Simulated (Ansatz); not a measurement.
Crystal: HfO2.

```
Hf O
1.0
     5.55640    0.00000    0.00000
     0.00000    3.33360    0.00000
     0.00000    0.00000    6.50500
Hf O
4 8
Direct
  0.74868 0.75000 0.60787
  0.25132 0.25000 0.39213
  0.24868 0.75000 0.89213
  0.75132 0.25000 0.10787
  0.63950 0.25000 0.42340
  0.36050 0.75000 0.57660
  0.13950 0.25000 0.07660
  0.86050 0.75000 0.92340
  0.52079 0.25000 0.84145
  0.47921 0.75000 0.15855
  0.02079 0.25000 0.65855
  0.97921 0.75000 0.34145
```

Measurements of this composition are mostly on another form, of space group No. 14.

* Program: Ansatz 0.2.0
* Task: relaxation of cell and atoms
* Functional: RPBE
* Dispersion: D3(BJ)
* Potentials or basis: Ansatz PAW
* Cutoff: 420 eV (not typed: the program's choice for these potentials)
* k mesh: 5 × 8 × 4
* Occupations: fermi-dirac, width 0.05 eV
* Spin: no spin polarisation

At the start: volume 10.04 Å³/atom.

Q: Where does the relaxation end?

A: It ends after 11 steps and the volume is 9.34 Å³/atom (-7.0 %); space group Pnma (No. 62, to 0.05 Å).

The path:
```
step  energy change (eV)  largest force (eV/Å)  volume (Å³)
   1              0.0000                0.1891       120.49
   2             -0.4040                0.7384       109.70
   3             -0.5483                0.1962       112.60
   4             -0.5587                0.1769       112.21
   5             -0.5683                0.0259       112.24
   6             -0.5684                0.0055       112.25
   7             -0.5684                0.0002       112.25
   8             -0.5389                0.0020       112.25
   9             -0.5404                0.0052       112.03
  10             -0.5402                0.0004       112.06
  11             -0.5395                0.0004       112.06
```

Final structure:
```yaml
crystal:
  lattice:
    - [5.44834, 0.00000, 0.00000]
    - [0.00000, 3.24069, 0.00000]
    - [0.00000, 0.00000, 6.34697]
  atoms:
    - { symbol: Hf, position: [0.74568, 0.75000, 0.61427] }
    - { symbol: Hf, position: [0.25432, 0.25000, 0.38573] }
    - { symbol: Hf, position: [0.24568, 0.75000, 0.88573] }
    - { symbol: Hf, position: [0.75432, 0.25000, 0.11427] }
    - { symbol: O, position: [0.64208, 0.25000, 0.42758] }
    - { symbol: O, position: [0.35792, 0.75000, 0.57242] }
    - { symbol: O, position: [0.14208, 0.25000, 0.07242] }
    - { symbol: O, position: [0.85792, 0.75000, 0.92758] }
    - { symbol: O, position: [0.52689, 0.25000, 0.83475] }
    - { symbol: O, position: [0.47311, 0.75000, 0.16525] }
    - { symbol: O, position: [0.02689, 0.25000, 0.66525] }
    - { symbol: O, position: [0.97311, 0.75000, 0.33475] }
```

Caveat: the plane-wave basis is chosen anew once the cell has moved, so the energies of steps on either side of that aren't comparable; the pressure holds a Pulay correction of +0.9 GPa for the finite cutoff; the PAW data sets come from PBE, with cores solved anew for the run's functional, which leaves a small shift of forces and pressure.
